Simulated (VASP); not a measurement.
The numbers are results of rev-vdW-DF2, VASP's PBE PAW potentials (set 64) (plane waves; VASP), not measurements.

The input files of a VASP run:

File POSCAR:
```
MgF2
1
    4.5501256838     0.0000000000     0.0000000000
    0.0000000000     4.5501256838     0.0000000000
    0.0000000000     0.0000000000     3.0063759119
Mg F
2 4
Direct
  1.0000000000   0.0000000000   0.0000000000
  0.5000000000   0.5000000000   0.5000000000
  0.3027774209   0.3027774209   1.0000000000
  0.8027774209   0.1972225791   0.5000000000
  0.1972225791   0.8027774209   0.5000000000
  0.6972225791   0.6972225791   0.0000000000
```

KPOINTS:
```
kpoints
0
gamma
5 5 7
0 0 0
```

INCAR:
```
ISMEAR = 0
EDIFFG = -0.01   ! ionic stop
LASPH = T   ! aspherical one-centre terms
LREAL = F   ! projection in real space or not
AGGAC = 0.0
NSW = 30
SYSTEM = MgF2
LUSE_VDW = T
EDIFF = 1E-7   ! SCF stop (eV)
PARAM1 = 0.1234568
NELM = 100   ! most electronic steps
PREC = Accurate
LCHARG = F
ZAB_VDW = -1.8867
ENCUT = 520   ! plane-wave cut-off (eV)
PARAM2 = 0.7114
SIGMA = 0.05   ! width (eV)
ALGO = Normal   ! blocked Davidson
LWAVE = F
ISIF = 4   ! ions and shape, fixed volume
GGA = MK
IBRION = 2   ! conjugate gradients
```

POTCAR, in this order: Mg F (PBE.64 set). Program: vasp_std.

What VASP printed:

File OSZICAR:
```
       N       E                     dE             d eps       ncg     rms          rms(c)
DAV:   1     0.214797087542E+03    0.21480E+03   -0.18513E+04   984   0.152E+03
DAV:   2    -0.159437137829E+02   -0.23074E+03   -0.22472E+03  1236   0.342E+02
DAV:   3    -0.255115368120E+02   -0.95678E+01   -0.95513E+01  1124   0.735E+01
DAV:   4    -0.255745880566E+02   -0.63051E-01   -0.63037E-01  1096   0.678E+00
DAV:   5    -0.255749546114E+02   -0.36655E-03   -0.36654E-03  1116   0.527E-01    0.100E+01
DAV:   6    -0.229422716163E+02    0.26327E+01   -0.10859E+01  1100   0.255E+01    0.292E+00
DAV:   7    -0.229440570071E+02   -0.17854E-02   -0.12437E-01  1024   0.252E+00    0.184E+00
DAV:   8    -0.229552546018E+02   -0.11198E-01   -0.38878E-02  1076   0.246E+00    0.165E-01
DAV:   9    -0.229555951545E+02   -0.34055E-03   -0.29000E-03  1128   0.408E-01    0.676E-02
DAV:  10    -0.229557056508E+02   -0.11050E-03   -0.17087E-04  1072   0.117E-01    0.102E-02
DAV:  11    -0.229557053977E+02    0.25306E-06   -0.98529E-06  1128   0.266E-02    0.223E-03
DAV:  12    -0.229557056954E+02   -0.29768E-06   -0.12209E-06  1104   0.963E-03    0.203E-03
DAV:  13    -0.229557056169E+02    0.78521E-07   -0.41931E-07  1108   0.530E-03
   1 F= -.22955706E+02 E0= -.22955706E+02  d E =-.229557E+02
       N       E                     dE             d eps       ncg     rms          rms(c)
DAV:   1    -0.229564496213E+02   -0.74393E-03   -0.50759E-01   960   0.662E+00    0.203E-01
DAV:   2    -0.229570118911E+02   -0.56227E-03   -0.10211E-02  1112   0.865E-01    0.114E-01
DAV:   3    -0.229567814989E+02    0.23039E-03   -0.15575E-04  1092   0.156E-01    0.415E-02
DAV:   4    -0.229567507886E+02    0.30710E-04   -0.90958E-05  1108   0.101E-01    0.748E-03
DAV:   5    -0.229567512691E+02   -0.48052E-06   -0.10358E-05  1040   0.273E-02    0.406E-03
DAV:   6    -0.229567512266E+02    0.42493E-07   -0.30672E-07   936   0.589E-03
   2 F= -.22956751E+02 E0= -.22956751E+02  d E =-.104561E-02
       N       E                     dE             d eps       ncg     rms          rms(c)
DAV:   1    -0.229567766218E+02   -0.25353E-04   -0.39664E-02   960   0.185E+00    0.568E-02
DAV:   2    -0.229568207426E+02   -0.44121E-04   -0.80085E-04  1112   0.242E-01    0.318E-02
DAV:   3    -0.229568026720E+02    0.18071E-04   -0.12358E-05  1084   0.438E-02    0.117E-02
DAV:   4    -0.229568002194E+02    0.24526E-05   -0.71671E-06  1104   0.284E-02    0.210E-03
DAV:   5    -0.229568002629E+02   -0.43493E-07   -0.81987E-07  1016   0.758E-03
   3 F= -.22956800E+02 E0= -.22956800E+02  d E =-.109465E-02
```

File OUTCAR:
```
------------------------ aborting loop because EDIFF is reached ----------------------------------------
  FORCE on cell =-STRESS in cart. coord.  units (eV):
  Direction    XX          YY          ZZ          XY          YZ          ZX
  --------------------------------------------------------------------------------------
  Total        2.6992541      2.6992541      2.7179604      0.0000000      0.0000000      0.0000000
  in kB       69.4807162     69.4807162     69.9622304      0.0000000      0.0000000      0.0000000
  external PRESSURE =      69.6412209 kB  Pullay stress =       0.0000000 kB
  volume of cell :       62.24
      direct lattice vectors                 reciprocal lattice vectors
     4.545222438  0.000000000  0.000000000     0.220011235 -0.000000000  0.000000000
     0.000000000  4.545222438  0.000000000    -0.000000000  0.220011235  0.000000000
     0.000000000  0.000000000  3.012865782     0.000000000  0.000000000  0.331909907
 POSITION                                       TOTAL-FORCE (eV/Angst)
 -----------------------------------------------------------------------------------
      0.00000      0.00000      0.00000         0.000000      0.000000     -0.000000
      2.27261      2.27261      1.50643         0.000000      0.000000     -0.000000
      1.37276      1.37276      0.00000         0.002178      0.002178      0.000000
      3.64537      0.89985      1.50643         0.002178     -0.002178     -0.000000
      0.89985      3.64537      1.50643        -0.002178      0.002178      0.000000
      3.17246      3.17246      0.00000        -0.002178     -0.002178     -0.000000
 -----------------------------------------------------------------------------------
    total drift:                                0.000000     -0.000000      0.000000
  FREE ENERGIE OF THE ION-ELECTRON SYSTEM (eV)
  ---------------------------------------------------
  free  energy   TOTEN  =       -22.9568002629 eV

  energy  without entropy=      -22.9568002629  energy(sigma->0) =      -22.95680026

 reached required accuracy - stopping structural energy minimisation
```
(Selected blocks of OUTCAR.)

### CONTCAR
```
MgF2
   1.00000000000000
     4.5452224381945863    0.0000000000000000    0.0000000000000000
     0.0000000000000000    4.5452224381945863    0.0000000000000000
     0.0000000000000000    0.0000000000000000    3.0128657815362216
  Mg              F
     2     4
Direct
     0.0000000000000000    0.0000000000000000    0.0000000000000000
     0.5000000000000000    0.5000000000000000    0.5000000000000000
     0.3020223204942121    0.3020223204942121    0.0000000000000000
     0.8020223204942121    0.1979776795057879    0.5000000000000000
     0.1979776795057879    0.8020223204942121    0.5000000000000000
     0.6979776795057879    0.6979776795057879    0.0000000000000000
```

The compound is MgF2 in the rutile structure. This cell is one point of a volume scan, at 0.94 of the reference volume. Symmetry was kept, so distortions that lower it aren't found.
